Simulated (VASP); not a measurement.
# In5AgSe8 (P-42m) in VASP: a series of runs

One crystal, In5AgSe8, is run at these levels: LDA; tasks: relaxation of cell and atoms.

Program: VASP 6.6.1. These are calculated values, not measurements. Logs are shortened: lines on timing, memory, paths and dates and some standing lists are left out, and cuts for length are marked.

## Step 1: The crystal as given

It takes space group P-42m (No. 111, tetragonal). Conventional cell: a = 5.793 Å, b = 5.793 Å, c = 11.622 Å, α = 90.00°, β = 90.00°, γ = 90.00°. In (site symmetry 2) is surrounded by 4 Se at 2.60 to 2.61 Å. Around In (site symmetry -42m) lie 4 Se at 2.58 Å. Around Ag (site symmetry -42m) lie 4 Se at 2.64 Å. Around Se (site symmetry m) lie 3 In at 2.58 to 2.61 Å. Se (site symmetry m) has 2 In at 2.60 Å and 1 Ag at 2.64 Å as nearest neighbours.

## Step 2: Relaxation of cell and atoms, LDA

Contents of INCAR:

```
PREC     = Accurate       # precision mode
ENCUT    = 600            # plane-wave cutoff, eV
EDIFF    = 1E-6           # SCF threshold, eV
ISMEAR   = 0              # smearing method
SIGMA    = 0.03           # smearing width, eV
LREAL    = False          # projectors in reciprocal space
LASPH    = True           # aspherical terms in the spheres
NELM     = 80             # most SCF steps
ALGO     = Normal         # electronic algorithm
ISIF     = 3              # what is computed and relaxed
LWAVE    = False          # write WAVECAR
LCHARG   = False          # write CHGCAR
IBRION   = 2              # ionic algorithm
NSW      = 90             # ionic steps
EDIFFG   = -0.01          # ionic threshold
KPAR     = 4
```

Contents of KPOINTS:

```
regular mesh
0
Gamma
  6 6 4
```

Contents of POSCAR:

```
In5AgSe8
1.0
    5.7934000000      0.0000000000      0.0000000000
    0.0000000000      5.7934000000      0.0000000000
    0.0000000000      0.0000000000     11.6223000000
In Ag Se
5 1 8
Direct
    0.0000000000      0.5000000000      0.2501300000
    0.5000000000      0.0000000000      0.7498700000
    0.0000000000      0.5000000000      0.7498700000
    0.5000000000      0.0000000000      0.2501300000
    0.5000000000      0.5000000000      0.0000000000
    0.0000000000      0.0000000000      0.5000000000
    0.2283400000      0.2283400000      0.1122500000
    0.2283400000      0.7716600000      0.8877500000
    0.7716600000      0.7716600000      0.1122500000
    0.7716600000      0.2283400000      0.8877500000
    0.7217700000      0.7217700000      0.6141400000
    0.7217700000      0.2782300000      0.3858600000
    0.2782300000      0.2782300000      0.6141400000
    0.2782300000      0.7217700000      0.3858600000
```

Potentials or basis: VASP PAW LDA potentials, release 64 (In_d, Ag, Se).

The run is started by

```sh
cat potpaw_LDA.64/In_d/POTCAR potpaw_LDA.64/Ag/POTCAR potpaw_LDA.64/Se/POTCAR > POTCAR
mpirun -np 4 vasp_std > vasp.out
```

OUTCAR:

```text
PREC = Accurate
   ENCUT = 600
   EDIFF = 1E-6
   ISMEAR = 0
   LREAL = False
   LASPH = True
   NELM = 80
   ISIF = 3
   IBRION = 2
   NSW = 90
   EDIFFG = -0.01

 ion  position               nearest neighbor table
   1  0.000  0.500  0.250-  12 2.60  14 2.60   7 2.61   9 2.61
   2  0.500  0.000  0.750-  11 2.60  13 2.60   8 2.61  10 2.61
   3  0.000  0.500  0.750-  11 2.60  13 2.60   8 2.61  10 2.61
   4  0.500  0.000  0.250-  12 2.60  14 2.60   7 2.61   9 2.61
   5  0.500  0.500  0.000-   7 2.58   8 2.58   9 2.58  10 2.58
   6  0.000  0.000  0.500-  11 2.64  12 2.64  13 2.64  14 2.64
   7  0.228  0.228  0.112-   5 2.58   4 2.61   1 2.61
   8  0.228  0.772  0.888-   5 2.58   3 2.61   2 2.61
   9  0.772  0.772  0.112-   5 2.58   4 2.61   1 2.61
  10  0.772  0.228  0.888-   5 2.58   3 2.61   2 2.61
  11  0.722  0.722  0.614-   2 2.60   3 2.60   6 2.64
  12  0.722  0.278  0.386-   1 2.60   4 2.60   6 2.64
  13  0.278  0.278  0.614-   2 2.60   3 2.60   6 2.64
  14  0.278  0.722  0.386-   1 2.60   4 2.60   6 2.64

  LATTYP: Found a simple tetragonal cell.
 ALAT       =     5.7934000000
 C/A-ratio  =     2.0061276625

  Lattice vectors:

 A1 = (   5.7934000000,   0.0000000000,   0.0000000000)
 A2 = (   0.0000000000,   5.7934000000,   0.0000000000)
 A3 = (   0.0000000000,   0.0000000000,  11.6223000000)

Analysis of symmetry for initial positions (statically):
=====================================================================
 Subroutine PRICEL returns:
 Original cell was already a primitive cell.

 Routine SETGRP: Setting up the symmetry group for a
 simple tetragonal supercell.

 Subroutine GETGRP returns: Found  8 space group operations
 (whereof  8 operations were pure point group operations)
 out of a pool of 16 trial point group operations.

The static configuration has the point symmetry D_2d.

Analysis of symmetry for dynamics (positions and initial velocities):
=====================================================================
 Subroutine PRICEL returns:
 Original cell was already a primitive cell.

 Routine SETGRP: Setting up the symmetry group for a
 simple tetragonal supercell.

 Subroutine GETGRP returns: Found  8 space group operations
 (whereof  8 operations were pure point group operations)
 out of a pool of 16 trial point group operations.

The dynamic configuration has the point symmetry D_2d.

 Subroutine INISYM returns: Found  8 space group operations
 (whereof  8 operations are pure point group operations),
 and found     1 'primitive' translations

----------------------------------------------------------------------------------------

                                     Primitive cell

  volume of cell :     390.0849

  direct lattice vectors                    reciprocal lattice vectors
     5.793400000  0.000000000  0.000000000     0.172610212  0.000000000  0.000000000
     0.000000000  5.793400000  0.000000000     0.000000000  0.172610212  0.000000000
     0.000000000  0.000000000 11.622300000     0.000000000  0.000000000  0.086041489

  length of vectors
     5.793400000  5.793400000 11.622300000     0.172610212  0.172610212  0.086041489

  position of ions in fractional coordinates (direct lattice)
     0.000000000  0.500000000  0.250130000
     0.500000000  0.000000000  0.749870000
     0.000000000  0.500000000  0.749870000
     0.500000000  0.000000000  0.250130000
     0.500000000  0.500000000  0.000000000
     0.000000000  0.000000000  0.500000000
     0.228340000  0.228340000  0.112250000
     0.228340000  0.771660000  0.887750000
     0.771660000  0.771660000  0.112250000
     0.771660000  0.228340000  0.887750000
     0.721770000  0.721770000  0.614140000
     0.721770000  0.278230000  0.385860000
     0.278230000  0.278230000  0.614140000
     0.278230000  0.721770000  0.385860000

  ion indices of the primitive-cell ions
   primitive index   ion index
                 1           1
                 2           2
                 3           3
                 4           4
                 5           5
                 6           6
                 7           7
                 8           8
                 9           9
                10          10
                11          11
                12          12
                13          13
[... 25 lines left out ...]

 Found     30 irreducible k-points:

 Following reciprocal coordinates:
            Coordinates               Weight
  0.000000  0.000000  0.000000      1.000000
  0.166667  0.000000  0.000000      4.000000
  0.333333  0.000000  0.000000      4.000000
  0.500000  0.000000  0.000000      2.000000
  0.166667  0.166667  0.000000      4.000000
  0.333333  0.166667  0.000000      8.000000
[... 16 lines left out ...]
  0.333333  0.000000  0.500000      4.000000
  0.500000  0.000000  0.500000      2.000000
 [... further k-points ...]
   k-points           NKPTS =     30   k-points in BZ     NKDIM =     30   number of bands    NBANDS=     74
   number of dos      NEDOS =    301   number of ions     NIONS =     14
   total plane-waves  NPLWV = 221184
   dimension x,y,z NGX =    48 NGY =   48 NGZ =   96
   dimension x,y,z NGXF=    96 NGYF=   96 NGZF=  192
   ions per type =               5   1   8
   NGX,Y,Z   is equivalent  to a cutoff of  13.77, 13.77, 13.73 a.u.
   NGXF,Y,Z  is equivalent  to a cutoff of  27.55, 27.55, 27.46 a.u.
 SYSTEM =  unknown system
   PREC   = accura    normal or accurate (medium, high low for compatibility)
   ISTART =      0    job   : 0-new  1-cont  2-samecut
   ICHARG =      2    charge: 1-file 2-atom 10-const
   ISPIN  =      1    spin polarized calculation?
   LNONCOLLINEAR =      F non collinear calculations
   LSORBIT =      F    spin-orbit coupling
   LASPH  =      T    aspherical Exc in radial PAW
   ENCUT  =  600.0 eV  44.10 Ry    6.64 a.u.  11.57 11.57 23.21*2*pi/ulx,y,z
   NELM   =     80;   NELMIN=  2; NELMDL= -5     # of ELM steps
   EDIFF  = 0.1E-05   stopping-criterion for ELM
   LREAL  =      F    real-space projection
   EDIFFG = -.1E-01   stopping-criterion for IOM
   NSW    =     90    number of steps for IOM
   IBRION =      2    ionic relax: 0-MD 1-quasi-New 2-CG
   NFREE  =      1    steps in history (QN), initial steepest desc. (CG)
   ISIF   =      3    stress and relaxation
   ISYM   =      2    0-nonsym 1-usesym 2-fastsym
   POTIM  = 0.5000    time-step for ionic-motion
   TEBEG  =    0.0;   TEEND  =   0.0 temperature during run
   PSTRESS=    0.0 pullay stress
   NELECT =     124.0000    total number of electrons
   NUPDOWN=      -1.0000    fix difference up-down
   EMIN   =  10.00;   EMAX   =-10.00  energy-range for DOS
   EFERMI =   0.00;   METHOD = LEGACY
   ISMEAR =     0;   SIGMA  =   0.03  broadening in eV -4-tet -1-fermi 0-gaus
   EFERMI_NEDOS =   21; number of points for ismear=-14 and -15
   IALGO  =     38    algorithm
   IMIX   =      4    mixing-type and parameters
     AMIX     =   0.40;   BMIX     =  1.00
     AMIX_MAG =   1.60;   BMIX_MAG =  1.00
  volume/ion in A,a.u.               =      27.86       188.03
  Fermi-wavevector in a.u.,A,eV,Ry     =   1.117281  2.111355 16.984377  1.248317
  Thomas-Fermi vector in A             =   2.253902
   LORBIT       =      0    0 simple, 1 ext, 2 COOP (PROOUT), +10 PAW based schemes
   GGA     = CA    functional components
   LHFCALC =     F    Hartree Fock is set to
   AEXX    =    0.0000 exact exchange contribution
   IVDW    =     0    specifies the selected vdW correction
   LEPSILON=     F    determine dielectric tensor
   LRPA    =     F    only Hartree local field effects (RPA)
 conjugate gradient relaxation of ions
 non-spin polarized calculation
 Gauss-broadening in eV      SIGMA  =   0.03
  energy-cutoff  :      600.00
  volume of cell :      390.08
 maximum number of plane-waves:     13076
 NGX is ok and might be reduce to    48
   NGX = 23   NGY = 23   NGZ = 47

--------------------------------------- Ionic step        1  -------------------------------------------

 number of electron     123.9999970 magnetization

 Free energy of the ion-electron system (eV)
  ---------------------------------------------------
  ext. energy  EPLUGINS =         0.00000000
  ---------------------------------------------------
  free energy    TOTEN  =       -59.24679272 eV

  energy without entropy =      -59.24645244  energy(sigma->0) =      -59.24662258

------------------------ aborting loop because EDIFF is reached ----------------------------------------

  FORCE on cell =-STRESS in cart. coord.  units (eV):
  Direction    XX          YY          ZZ          XY          YZ          ZX
  --------------------------------------------------------------------------------------
  -------------------------------------------------------------------------------------
  Total       -3.0047917     -3.0047917     -2.6406132      0.0000000     -0.0000000      0.0000000
  in kB      -12.3414401    -12.3414401    -10.8456668      0.0000000     -0.0000000      0.0000000
  external PRESSURE =     -11.8428490 kB  Pullay stress =       0.0000000 kB
[... 125 lines left out ...]
  FREE ENERGIE OF THE ION-ELECTRON SYSTEM (eV)
  ---------------------------------------------------
  free  energy   TOTEN  =       -59.3862126677 eV

  energy  without entropy=      -59.3862126674  energy(sigma->0) =      -59.38621267

[... ionic steps 4 to 16 ...]

--------------------------------------- Ionic step       17  -------------------------------------------

 number of electron     124.0000010 magnetization

------------------------ aborting loop because EDIFF is reached ----------------------------------------
[... 91 lines left out ...]
--------------------------------------- Ionic step       19  -------------------------------------------

 number of electron     124.0000010 magnetization

 Free energy of the ion-electron system (eV)
  ---------------------------------------------------
  ext. energy  EPLUGINS =         0.00000000
  ---------------------------------------------------
  free energy    TOTEN  =       -59.45525678 eV

  energy without entropy =      -59.45525676  energy(sigma->0) =      -59.45525677

 E-fermi :   4.1468     XC(G=0):  -9.5911

 val. band max:        4.0469024974   @ k =   0.5000   0.5000   0.5000
 cond. band min:       4.2396648935   @ k =   0.0000   0.0000   0.0000
 fundamental gap:      0.1927623962
 Fermi energy:         4.1468021846

 k-point     1 :       0.0000    0.0000    0.0000
  band No.  band energies     occupation
      1     -11.0160      2.00000
      2     -10.9773      2.00000
      3     -10.9773      2.00000
      4     -10.7750      2.00000
      5     -10.7285      2.00000
      6     -10.7285      2.00000
[... 1837 lines left out ...]
     73       8.3420      0.00000
     74       8.3589      0.00000

 [... further k-points ...]

------------------------ aborting loop because EDIFF is reached ----------------------------------------

  FORCE on cell =-STRESS in cart. coord.  units (eV):
  Direction    XX          YY          ZZ          XY          YZ          ZX
  --------------------------------------------------------------------------------------
  -------------------------------------------------------------------------------------
  Total        0.0268357      0.0268357      0.1087139      0.0000000      0.0000000      0.0000000
  in kB        0.1148657      0.1148657      0.4653319      0.0000000      0.0000000      0.0000000
  external PRESSURE =       0.2316878 kB  Pullay stress =       0.0000000 kB
[... 29 lines left out ...]
  FREE ENERGIE OF THE ION-ELECTRON SYSTEM (eV)
  ---------------------------------------------------
  free  energy   TOTEN  =       -59.4552567786 eV

  energy  without entropy=      -59.4552567615  energy(sigma->0) =      -59.45525677

 reached required accuracy - stopping structural energy minimisation
```

Run time: 59 min. Hardware: 4 MPI ranks of Intel Xeon Platinum 8488C (Sapphire Rapids), shared host; peak memory 1 GiB.

What came out:

```
Free energy                            : -59.4553 eV
Relaxed volume                         : 26.74 Å³/atom
Relaxed cell                           : a = 5.715 Å, b = 5.715 Å, c = 11.460 Å, α = 90.00°, β = 90.00°, γ = 90.00°
Space group after relaxing (to 0.05 Å) : P-42m (No. 111)
Energy gained by relaxing              : 14.9 meV/atom
Ionic steps                            : 19
Pressure after relaxing                : 0.0 GPa
Largest force after relaxing           : 0.004 eV/Å
Band gap on the k mesh                 : 0.19 eV, indirect (least direct gap 0.21 eV)
```

Forces in eV/Å, atoms in the order of the input:
```
In   0.000  0.000  0.000
In   0.000  0.000  0.000
In   0.000  0.000  0.000
In   0.000  0.000  0.000
In   0.000  0.000  0.000
Ag   0.000  0.000  0.000
Se  -0.002 -0.002  0.000
Se  -0.002  0.002  0.000
Se   0.002  0.002  0.000
Se   0.002 -0.002  0.000
Se  -0.002 -0.002 -0.002
Se  -0.002  0.002  0.002
Se   0.002  0.002 -0.002
Se   0.002 -0.002  0.002
```

The path:
```tsv
step	energy change (eV)	largest force (eV/Å)	pressure (GPa)	volume (Å³)
1	0.0000	0.8108	-1.18	390.08
2	-0.1394	0.3768	0.58	378.57
3	-0.1394	0.3762	0.54	378.77
4	-0.1744	0.1892	-0.13	381.51
5	-0.1768	0.1775	-0.33	382.41
6	-0.1931	0.1067	-0.18	380.07
7	-0.1987	0.1023	-0.01	377.61
8	-0.2014	0.0848	-0.02	377.09
9	-0.2058	0.0416	-0.08	375.56
10	-0.2060	0.0538	-0.09	375.16
11	-0.2061	0.0302	0.26	372.82
12	-0.2067	0.0249	0.09	373.94
13	-0.2075	0.0392	0.01	374.28
14	-0.2075	0.0424	-0.01	374.32
15	-0.2081	0.0278	0.00	374.39
16	-0.2081	0.0314	0.00	374.41
17	-0.2084	0.0112	0.00	374.48
18	-0.2084	0.0105	-0.01	374.50
19	-0.2085	0.0041	0.02	374.31
```

Final structure:
```
In Ag Se
1.0
     5.71522    0.00000    0.00000
     0.00000    5.71522    0.00000
     0.00000    0.00000   11.45952
In Ag Se
5 1 8
Direct
  0.00000 0.50000 0.25670
  0.50000 0.00000 0.74330
  0.00000 0.50000 0.74330
  0.50000 0.00000 0.25670
  0.50000 0.50000 0.00000
  0.00000 0.00000 0.50000
  0.21947 0.21947 0.11021
  0.21947 0.78053 0.88979
  0.78053 0.78053 0.11021
  0.78053 0.21947 0.88979
  0.72092 0.72092 0.60982
  0.72092 0.27908 0.39018
  0.27908 0.27908 0.60982
  0.27908 0.72092 0.39018
```

Levels at points of the mesh, in eV from the valence-band top:
| k point | band 58 | band 59 | band 60 | band 61 | band 62 | band 63 | band 64 | band 65 | band 66 | band 67 |
| --- | --- | --- | --- | --- | --- | --- | --- | --- | --- | --- |
| (0.00, 0.00, 0.00) | -1.34 | -1.34 | -0.32 | -0.01 | -0.01 | 0.19 | 1.48 | 1.56 | 2.00 | 2.08 |
| (0.50, 0.00, 0.00) | -1.37 | -1.30 | -0.93 | -0.91 | -0.26 | 2.22 | 2.43 | 2.59 | 2.59 | 2.78 |
| (0.50, 0.50, 0.00) | -1.18 | -0.96 | -0.52 | -0.05 | -0.05 | 1.03 | 1.03 | 1.10 | 2.61 | 2.61 |
| (0.00, 0.00, 0.50) | -1.10 | -1.10 | -1.00 | -0.15 | -0.15 | 1.18 | 1.32 | 1.82 | 2.23 | 2.27 |
| (0.50, 0.00, 0.50) | -1.44 | -1.11 | -1.03 | -0.99 | -0.41 | 2.27 | 2.27 | 2.42 | 2.87 | 3.18 |
| (0.50, 0.50, 0.50) | -1.44 | -1.18 | -0.99 | 0.00 | 0.00 | 1.36 | 1.75 | 1.75 | 1.91 | 1.91 |

Caveat: spin-orbit coupling is left out, which moves the levels of the heavy elements. A k mesh can miss the band edges.

## Step 3: Relaxation of cell and atoms, LDA

This run uses another cell than the first one, of 26.74 Å³/atom, 0.960 times its volume.

INCAR, as its differences from that of step 2:

```diff
@@ -2,3 +2,3 @@
 ENCUT    = 600            # plane-wave cutoff, eV
-EDIFF    = 1E-6           # SCF threshold, eV
+EDIFF    = 1E-7           # SCF threshold, eV
 ISMEAR   = 0              # smearing method
@@ -14,3 +14,3 @@
 NSW      = 90             # ionic steps
-EDIFFG   = -0.01          # ionic threshold
+EDIFFG   = -0.005         # ionic threshold
 KPAR     = 4
```

KPOINTS is that of step 2.

Contents of POSCAR:

```
In5AgSe8                                
1.0
    5.7152249684     -0.0000000000      0.0000000000
    0.0000000000      5.7152249684     -0.0000000000
   -0.0000000000      0.0000000000     11.4595173508
  In              Ag              Se            
     5     1     8
Direct
     0.0000000000000000    0.5000000000000000    0.2567026192286249
     0.5000000000000000    0.0000000000000000    0.7432973807713754
     0.0000000000000000    0.5000000000000000    0.7432973807713754
     0.5000000000000000    0.0000000000000000    0.2567026192286249
     0.5000000000000000    0.5000000000000000    1.0000000000000000
     0.0000000000000000    0.0000000000000000    0.5000000000000000
     0.2194737779126454    0.2194737779126454    0.1102084633586908
     0.2194737779126454    0.7805262220873547    0.8897915366413092
     0.7805262220873547    0.7805262220873547    0.1102084633586908
     0.7805262220873547    0.2194737779126454    0.8897915366413092
     0.7209218422552831    0.7209218422552831    0.6098178275451721
     0.7209218422552831    0.2790781577447169    0.3901821724548278
     0.2790781577447169    0.2790781577447169    0.6098178275451721
     0.2790781577447169    0.7209218422552831    0.3901821724548278
```

Potentials or basis: VASP PAW LDA potentials, release 64 (In_d, Ag, Se).

The run is started by

```sh
cat potpaw_LDA.64/In_d/POTCAR potpaw_LDA.64/Ag/POTCAR potpaw_LDA.64/Se/POTCAR > POTCAR
mpirun -np 4 vasp_std > vasp.out
```

Run time: 9.2 min. Hardware: 4 MPI ranks of Intel Xeon Platinum 8488C (Sapphire Rapids), shared host; peak memory 0.95 GiB.

The run converged. Its results:

```yaml
Free_energy: -59.4541 eV
Relaxed_volume: 26.75 Å³/atom
Relaxed_cell: a = 5.716 Å, b = 5.716 Å, c = 11.463 Å, α = 90.00°, β = 90.00°, γ = 90.00°
Space_group_after_relaxing_to_0.05_Å: P-42m (No. 111)
Energy_gained_by_relaxing: 0.0 meV/atom
Ionic_steps: 2
Pressure_after_relaxing: 0.0 GPa
Band_gap_on_the_k_mesh: 0.19 eV, indirect (least direct gap 0.20 eV)
```

Forces on the atoms (eV/Å):
```
In   0.000  0.000  0.002
In   0.000  0.000 -0.002
In   0.000  0.000 -0.002
In   0.000  0.000  0.002
In   0.000  0.000  0.000
Ag   0.000  0.000  0.000
Se   0.000  0.000  0.002
Se   0.000  0.000 -0.002
Se   0.000  0.000  0.002
Se   0.000  0.000 -0.002
Se   0.000  0.000  0.002
Se   0.000  0.000 -0.002
Se   0.000  0.000  0.002
Se   0.000  0.000 -0.002
```

Final structure:
```
In Ag Se
1.0
     5.71580    0.00000    0.00000
     0.00000    5.71580    0.00000
     0.00000    0.00000   11.46323
In Ag Se
5 1 8
Direct
  0.00000 0.50000 0.25670
  0.50000 0.00000 0.74330
  0.00000 0.50000 0.74330
  0.50000 0.00000 0.25670
  0.50000 0.50000 0.00000
  0.00000 0.00000 0.50000
  0.21945 0.21945 0.11021
  0.21945 0.78055 0.88979
  0.78055 0.78055 0.11021
  0.78055 0.21945 0.88979
  0.72090 0.72090 0.60981
  0.72090 0.27910 0.39019
  0.27910 0.27910 0.60981
  0.27910 0.72090 0.39019
```

Levels at points of the mesh, in eV from the valence-band top:
```tsv
k point	band 60	band 61	band 62	band 63	band 64	band 65
(0.00, 0.00, 0.00)	-0.32	-0.01	-0.01	0.19	1.48	1.56
(0.50, 0.00, 0.00)	-0.93	-0.91	-0.26	2.22	2.43	2.58
(0.50, 0.50, 0.00)	-0.52	-0.05	-0.05	1.03	1.03	1.10
(0.00, 0.00, 0.50)	-1.00	-0.15	-0.15	1.17	1.32	1.81
(0.50, 0.00, 0.50)	-1.03	-0.99	-0.41	2.27	2.27	2.41
(0.50, 0.50, 0.50)	-0.99	0.00	0.00	1.35	1.75	1.75
```

Caveat: spin-orbit coupling is left out, which moves the levels of the heavy elements.
